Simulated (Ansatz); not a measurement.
(100) slab cut from the bulk of Si, 15 Å of vacuum:

```yaml
crystal:
  lattice:
    - [3.86771, 0.00000, 0.00000]
    - [0.00000, 3.86771, 0.00000]
    - [0.00000, 0.00000, 27.30697]
  atoms:
    - { symbol: Si, position: [0.00000, 0.50000, 0.27466] }
    - { symbol: Si, position: [0.00000, 0.00000, 0.32473] }
    - { symbol: Si, position: [0.50000, 0.00000, 0.37481] }
    - { symbol: Si, position: [0.50000, 0.50000, 0.42489] }
    - { symbol: Si, position: [0.00000, 0.50000, 0.47496] }
    - { symbol: Si, position: [0.00000, 0.00000, 0.52504] }
    - { symbol: Si, position: [0.50000, 0.00000, 0.57511] }
    - { symbol: Si, position: [0.50000, 0.50000, 0.62519] }
    - { symbol: Si, position: [0.00000, 0.50000, 0.67527] }
    - { symbol: Si, position: [0.00000, 0.00000, 0.72534] }
```

Method: DFT PBE, scalar-relativistic, plane waves, PAW (Ansatz). Cutoff 420 eV; k points 7×7×1 on the computed 10-atom cell (Γ-centred); Gaussian smearing, width 0.05 eV; no spin polarisation. The cell repeats along c with a dipole correction in the vacuum.

This base run converges in 8 iterations with a largest force of 0.097 eV/Å and a work function of 5.46 eV on the top face.

One setting at a time is then changed, some of them on purpose to poor values; changes count from the base run, energies are extrapolated to zero smearing, γ keeps the base's bulk energy, atoms stay where they are, and risky runs are capped at 50 to 100 iterations.

Question: What does each change do? occupations fermi-dirac 0.3 eV; the slab thinned to 4 atoms (same faces, atoms at the bulk's places); k mesh 3×3×1; mixing β = 0.9; occupations fermi-dirac 0.025 eV; cutoff 200 eV; field of 0.6 V/Å along c; field of 0.1 V/Å along c.

Answer:
```csv
change,outcome,SCF iterations,ΔE (meV/atom),Δγ (J/m²),Δφ top (eV),largest force (eV/Å),largest change of a force (eV/Å)
occupations fermi-dirac 0.3 eV,converged,6,-5.8,-0.031,-0.16,0.025,0.102
"the slab thinned to 4 atoms (same faces, atoms at the bulk's places)",converged,7,+522.6,-0.171,-0.12,0.317,
k mesh 3×3×1,converged,10,+106.3,+0.569,+0.03,0.164,0.151
mixing β = 0.9,converged,8,0.0,0.000,0.00,0.097,0.000
occupations fermi-dirac 0.025 eV,converged,8,0.0,0.000,0.00,0.094,0.004
cutoff 200 eV,converged with warnings,8,+136.3,,-0.02,0.095,0.161
field of 0.6 V/Å along c,converged,11,-22.4,,,0.112,0.044
field of 0.1 V/Å along c,converged,11,-0.6,,,0.101,0.005
```

Cost: 9 runs of about 3.1 core-minutes in all, on Intel Xeon Platinum 8259CL (Skylake/Cascade Lake) (shared hosts).